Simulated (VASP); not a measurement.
# Cl2 in VASP: notebook, part 2 of 2

VASP 6.6.1. Earlier steps stand in the parts before.

**3. Relaxation of the atoms, PBE+D3(BJ)**

Input file INCAR:

```
SYSTEM = Cl
ALGO = Normal
EDIFF = 1E-7
EDIFFG = -0.005
ENCUT = 520
GGA = PE
IBRION = 2
ISIF = 2
ISMEAR = 0
ISYM = 0
IVDW = 12
LASPH = .TRUE.
LCHARG = .FALSE.
LREAL = .FALSE.
LWAVE = .FALSE.
NELM = 80
NSW = 90
PREC = Accurate
SIGMA = 0.02
```

Input file KPOINTS:

```
k-points
0
G
  1 1 1
  0 0 0
```

Input file POSCAR:

```
Cl
1.0
   10.0000000000      0.0000000000      0.0000000000
    0.0000000000     10.5000000000      0.0000000000
    0.0000000000      0.0000000000     11.0000000000
Cl
2
Direct
    0.5000000000      0.5000000000      0.4095454500
    0.5000000000      0.5000000000      0.5904545500
```

Potentials or basis: VASP PAW PBE potentials, release 64 (Cl).

Started as:

```
$ cat potpaw_PBE.64/Cl/POTCAR > POTCAR
$ mpirun -np 1 vasp_std > vasp.out
```

OUTCAR:

```text
SYSTEM = Cl
   EDIFF = 1E-7
   EDIFFG = -0.005
   ENCUT = 520
   GGA = PE
   IBRION = 2
   ISIF = 2
   ISMEAR = 0
   ISYM = 0
   IVDW = 12
   LASPH = .TRUE.
   LREAL = .FALSE.
   NELM = 80
   NSW = 90
   PREC = Accurate
 IVDW          = 12

 ion  position               nearest neighbor table
   1  0.500  0.500  0.410-   2 1.99
   2  0.500  0.500  0.590-   1 1.99

IMPORTANT INFORMATION: All symmetrisations will be switched off!
NOSYMM: (Re-)initialisation of all symmetry stuff for point group C_1.

----------------------------------------------------------------------------------------

                                     Primitive cell

  volume of cell :    1155.0000

  direct lattice vectors                    reciprocal lattice vectors
    10.000000000  0.000000000  0.000000000     0.100000000  0.000000000  0.000000000
     0.000000000 10.500000000  0.000000000     0.000000000  0.095238095  0.000000000
     0.000000000  0.000000000 11.000000000     0.000000000  0.000000000  0.090909091

  length of vectors
    10.000000000 10.500000000 11.000000000     0.100000000  0.095238095  0.090909091

  position of ions in fractional coordinates (direct lattice)
     0.500000000  0.500000000  0.409545450
     0.500000000  0.500000000  0.590454550

  ion indices of the primitive-cell ions
   primitive index   ion index
                 1           1
[... 80 lines left out ...]
 conjugate gradient relaxation of ions
 non-spin polarized calculation
 Gauss-broadening in eV      SIGMA  =   0.02
  energy-cutoff  :      520.00
  volume of cell :     1155.00
 maximum number of plane-waves:     31095
 NGX is ok and might be reduce to    80
   NGX = 37   NGY = 39   NGZ = 41

--------------------------------------- Ionic step        1  -------------------------------------------

 number of electron      13.9999997 magnetization

 Free energy of the ion-electron system (eV)
  ---------------------------------------------------
  ext. energy  EPLUGINS =         0.00000000
  ---------------------------------------------------
  free energy    TOTEN  =        -3.59738184 eV

  energy without entropy =       -3.59738184  energy(sigma->0) =       -3.59738184

------------------------ aborting loop because EDIFF is reached ----------------------------------------

 Edisp (eV)   -0.02894

 E8    (eV) :    -0.0111
[... 71 lines left out ...]
--------------------------------------- Ionic step        3  -------------------------------------------

 number of electron      13.9999997 magnetization

 Free energy of the ion-electron system (eV)
  ---------------------------------------------------
  ext. energy  EPLUGINS =         0.00000000
  ---------------------------------------------------
  free energy    TOTEN  =        -3.59750526 eV

  energy without entropy =       -3.59750526  energy(sigma->0) =       -3.59750526

 E-fermi :  -6.8329     XC(G=0):  -0.8242

 val. band max:       -6.9825061575   @ k =   0.0000   0.0000   0.0000
 cond. band min:      -3.9238248061   @ k =   0.0000   0.0000   0.0000
 fundamental gap:      3.0586813513
 Fermi energy:        -6.8328622778

 k-point     1 :       0.0000    0.0000    0.0000
  band No.  band energies     occupation
      1     -23.2214      2.00000
      2     -18.9739      2.00000
      3     -11.6547      2.00000
      4      -9.6448      2.00000
      5      -9.6448      2.00000
      6      -6.9825      2.00000
      7      -6.9825      2.00000
      8      -3.9238      0.00000
      9      -0.3158      0.00000
     10       0.9145      0.00000
     11       0.9892      0.00000
[... 31 lines left out ...]
  FREE ENERGIE OF THE ION-ELECTRON SYSTEM (eV)
  ---------------------------------------------------
  free  energy   TOTEN  =        -3.6264376817 eV

  energy  without entropy=       -3.6264376817  energy(sigma->0) =       -3.62643768

 reached required accuracy - stopping structural energy minimisation
```

OSZICAR:

```text
N       E                     dE             d eps       ncg     rms          rms(c)
DAV:   1     0.136093776680E+03    0.13609E+03   -0.27444E+03    22   0.680E+02
DAV:   2     0.323751195034E+02   -0.10372E+03   -0.10278E+03    44   0.918E+01
DAV:   3    -0.226176671039E+01   -0.34637E+02   -0.33591E+02    36   0.864E+01
[... 37 lines left out ...]
DAV:   2    -0.359750816232E+01   -0.32305E-04   -0.32754E-04    22   0.157E-01    0.298E-02
DAV:   3    -0.359750626839E+01    0.18939E-05   -0.77029E-06    22   0.211E-02    0.201E-02
DAV:   4    -0.359750586378E+01    0.40461E-06   -0.50004E-06    22   0.150E-02    0.315E-03
DAV:   5    -0.359750527513E+01    0.58865E-06   -0.43861E-06    22   0.125E-02    0.712E-03
DAV:   6    -0.359750525876E+01    0.16364E-07   -0.57085E-07    25   0.531E-03
   3 F= -.36264377E+01 E0= -.36264377E+01  d E =-.119138E-03
```

CONTCAR:

```text
Cl
   1.00000000000000
    10.0000000000000000    0.0000000000000000    0.0000000000000000
     0.0000000000000000   10.5000000000000000    0.0000000000000000
     0.0000000000000000    0.0000000000000000   11.0000000000000000
  Cl
     2
Direct
     0.5000000000172955    0.5000000002455797    0.4093835911206887
     0.4999999999827045    0.4999999997544203    0.5906164088793112

  0.00000000E+00  0.00000000E+00  0.00000000E+00
  0.00000000E+00  0.00000000E+00  0.00000000E+00
```

It took 3 min on 1 thread of Intel Xeon Platinum 8488C (Sapphire Rapids), shared host; peak memory 1 GiB.

What came out:

* Free energy: -3.6264 eV
* Energy gained by relaxing: 0.1 meV/atom
* Ionic steps: 3
* Gap between the frontier levels: 3.06 eV
* Dispersion energy per atom: -0.014 eV

The path:
| step | energy change (eV) | largest force (eV/Å) | pressure (GPa) |
| --- | --- | --- | --- |
| 1 | 0.0000 | 0.0681 | 0.00 |
| 2 | 0.0000 | 0.0556 | -0.01 |
| 3 | -0.0001 | 0.0003 | 0.00 |

Final structure:
```xyz
2
Lattice="10.0000 0.0000 0.0000 0.0000 10.5000 0.0000 0.0000 0.0000 11.0000" Properties=species:S:1:pos:R:3 pbc="T T T"
Cl    5.0000    5.2500    4.5032
Cl    5.0000    5.2500    6.4968
```

A hybrid or GW would open this gap; PBE tends to underestimate it.

**4. Relaxation of the atoms, PBEsol**

INCAR: that of step 3 with these lines changed.

```diff
@@ -4,4 +4,4 @@
 EDIFFG = -0.005
-ENCUT = 520
-GGA = PE
+ENCUT = 300
+GGA = PS
 IBRION = 2
@@ -10,3 +10,2 @@
 ISYM = 0
-IVDW = 12
 LASPH = .TRUE.
```

KPOINTS is that of step 3.

POSCAR is that of step 3.

Started as:

```
$ cat potpaw_PBE.64/Cl/POTCAR > POTCAR
$ mpirun -np 1 vasp_std > vasp.out
```

It took 77 s on 1 thread of Intel Xeon Platinum 8488C (Sapphire Rapids), shared host; peak memory 0.48 GiB.

The run converged. Its results:

- Free energy: -3.8373 eV
- Energy gained by relaxing: 0.4 meV/atom
- Ionic steps: 3
- Gap between the frontier levels: 3.11 eV

Step by step:
```
step  energy change (eV)  largest force (eV/Å)  pressure (GPa)
   1              0.0000                0.1800           -0.04
   2             -0.0002                0.1672           -0.01
   3             -0.0008                0.0003           -0.03
```

Final structure:
```
Cl
1.0
    10.00000    0.00000    0.00000
     0.00000   10.50000    0.00000
     0.00000    0.00000   11.00000
Cl
2
Direct
  0.50000 0.50000 0.40996
  0.50000 0.50000 0.59004
```

Levels at points of the mesh, in eV from the valence-band top:
| k point | band 5 | band 6 | band 7 | band 8 | band 9 | band 10 |
| --- | --- | --- | --- | --- | --- | --- |
| (0.00, 0.00, 0.00) | -2.76 | 0.00 | 0.00 | 3.11 | 6.66 | 7.84 |

Caveat: the cutoff is under 1.25 times the usual one of these potentials, so pressure, stress and relaxed cells hold a basis-set (Pulay) error; the PAW data sets were made with another functional, which shifts forces and pressure a little.

**5. Relaxation of the atoms, PBEsol**

INCAR: that of step 4 with these lines changed.

```diff
@@ -4,3 +4,3 @@
 EDIFFG = -0.005
-ENCUT = 300
+ENCUT = 520
 GGA = PS
```

KPOINTS is that of step 4.

POSCAR is that of step 4.

Started as:

```
$ cat potpaw_PBE.64/Cl/POTCAR > POTCAR
$ mpirun -np 1 vasp_std > vasp.out
```

It took 3.7 min on 1 thread of Intel Xeon Platinum 8488C (Sapphire Rapids), shared host; peak memory 1 GiB.

Results (log left out):

```
Free energy                     : -3.8441 eV
Energy gained by relaxing       : 0.5 meV/atom
Ionic steps                     : 3
Gap between the frontier levels : 3.12 eV
```

Step by step:
| step | energy change (eV) | largest force (eV/Å) | pressure (GPa) |
| --- | --- | --- | --- |
| 1 | 0.0000 | 0.1917 | -0.02 |
| 2 | -0.0002 | 0.1769 | 0.01 |
| 3 | -0.0009 | 0.0003 | 0.00 |

Final structure:
```yaml
crystal:
  lattice:
    - [10.00000, 0.00000, 0.00000]
    - [0.00000, 10.50000, 0.00000]
    - [0.00000, 0.00000, 11.00000]
  atoms:
    - { symbol: Cl, position: [0.50000, 0.50000, 0.40999] }
    - { symbol: Cl, position: [0.50000, 0.50000, 0.59001] }
```

Levels at points of the mesh, in eV from the valence-band top:
| k point | band 5 | band 6 | band 7 | band 8 | band 9 | band 10 |
| --- | --- | --- | --- | --- | --- | --- |
| (0.00, 0.00, 0.00) | -2.76 | 0.00 | 0.00 | 3.12 | 6.66 | 7.85 |

Caveat: the PAW data sets were made with another functional, which shifts forces and pressure a little.

**6. Single point, PBEsol**

Input file INCAR:

```
PREC = Accurate ; ENCUT = 520
EDIFF = 1E-6 ; ISMEAR = 0
SIGMA = 0.02 ; LREAL = False
LASPH = True ; NELM = 80
ALGO = Normal ; ISIF = 2
LWAVE = False ; LCHARG = True
GGA = PS ; LELF = True
LVHAR = True
```

Input file KPOINTS:

```
regular mesh
0
Gamma
  1 1 1
```

POSCAR is that of step 5.

Potentials or basis: VASP PAW PBE potentials, release 64 (Cl).

Started as:

```
$ cat potpaw_PBE.64/Cl/POTCAR > POTCAR
$ mpirun -np 1 vasp_std > vasp.out
```

It took 1.7 min on 1 thread of Intel Xeon Platinum 8488C (Sapphire Rapids), shared host; peak memory 0.84 GiB.

It converged, with:

| Quantity | Value |
| --- | --- |
| Free energy | -3.8431 eV |
| Largest force | 0.192 eV/Å |
| Gap between the frontier levels | 3.06 eV |

Forces on the atoms (eV/Å):
```
Cl   0.000  0.000  0.192
Cl   0.000  0.000 -0.192
```

Levels at points of the mesh, in eV from the valence-band top:
```csv
k point,band 4,band 5,band 6,band 7,band 8,band 9,band 10,band 11
"(0.00, 0.00, 0.00)",-2.71,-2.71,0.00,0.00,3.06,6.68,7.87,7.98
```

Caveat: the PAW data sets were made with another functional, which shifts forces and pressure a little.

**7. The runs side by side**

```csv
task,level,cell,cutoff (eV),gap on the mesh (eV)
relaxation of the atoms,PBE,atoms relaxed,520,3.06
relaxation of the atoms,PBE+D3(BJ),atoms relaxed,520,3.06
relaxation of the atoms,PBEsol,atoms relaxed,300,3.11
relaxation of the atoms,PBEsol,atoms relaxed,520,3.12
single point,PBEsol,as given,520,3.06
```

Alike in all rows: potentials or basis VASP PAW PBE potentials, release 64 (Cl); no spin polarisation; k mesh 1 × 1 × 1; smearing gaussian 0.02 eV.

Caveats: the PAW data sets were made with another functional, which shifts forces and pressure a little (some runs); the cutoff is under 1.25 times the usual one of these potentials, so pressure, stress and relaxed cells hold a basis-set (Pulay) error (some runs).

Total energies depend on the potentials used, so only differences within one code and one set of settings carry meaning.
